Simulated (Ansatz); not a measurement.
InSe: equation of state with PBEsol

InSe:

```
In Se
1.0
     5.82639   -2.05465    0.00000
     5.82639    2.05465    0.00000
    -1.72323    0.00000    4.77135
In Se
2 2
Direct
  0.88820 0.88820 0.04684
  0.11180 0.11180 0.95316
  0.66093 0.66093 0.66896
  0.33907 0.33907 0.33104
```

The cell comes from a database or a generator and needn't be the stable form of this composition.

```json
{"Program": "Ansatz 0.2.0", "Task": "equation of state", "Functional": "PBEsol", "Potentials or basis": "Ansatz PAW", "Cutoff": "420 eV", "Density cutoff": "1680 eV", "k mesh": "7 × 7 × 6", "Occupations": "fermi-dirac, width 0.05 eV", "Spin": "no spin polarisation"}
```

| Property | Result |
| --- | --- |
| Equilibrium volume | 27.91 Å³/atom |
| Bulk modulus at fixed shape and positions | 53 GPa |
| Pressure derivative of the bulk modulus | 4.8 |

Energy against volume, from the lowest point:
```csv
volume (Å³/atom),energy (meV/atom)
26.846,7.32
27.417,1.50
27.988,0.00
28.559,2.36
29.131,8.13
29.702,16.93
30.273,28.43
```

All runs of the series together: 74 s on 2 threads of AMD EPYC 7R43 64-Core Processor (Zen 3), on a shared host.

Caveat: the cell was scaled at fixed shape and fractional positions, which overstates the stiffness of a crystal with free parameters, most of all of layers and chains.
